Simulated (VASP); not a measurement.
GaP, 2 atoms in the cell. The structure is cubic, space group F-43m (No. 216). The conventional cell has a = 5.464 Å, b = 5.464 Å, c = 5.464 Å, α = 90.00°, β = 90.00°, γ = 90.00°. Ga (site symmetry -43m) is surrounded by 4 P at 2.37 Å. P (site symmetry -43m) is surrounded by 4 Ga at 2.37 Å.  The cell isn't the ideal one: a relaxed cell with its volume scaled by 0.96.

```yaml
Program: VASP 6.6.1
Task: relaxation of the atoms
Functional: PBE
Potentials_or_basis: VASP PAW PBE potentials, release 64 (Ga, P)
Cutoff: 300 eV
k_mesh: 4 × 4 × 4
Occupations: gaussian, width 0.03 eV
Spin: no spin polarisation
Further_INCAR_settings: ALGO = Normal; EDIFF = 1e-07; IBRION = 2; EDIFFG = -0.01; NSW = 40
```

Potentials or basis: VASP PAW PBE potentials, release 64 (Ga, P).

Run with:

```console
$ cat potpaw_PBE.64/Ga/POTCAR potpaw_PBE.64/P/POTCAR > POTCAR
$ mpirun -np 1 vasp_std > vasp.out
```

Hardware: 1 thread of Intel(R) Xeon(R) 6975P-C (Granite Rapids), on a shared host.

Task: Estimate the wall time of this run.

Result: Run time: 2 s on 1 thread of Intel(R) Xeon(R) 6975P-C (Granite Rapids), with other jobs on the host, peak memory 0.13 GiB. Counts: scf iterations 14, k points 8, ion steps 1.
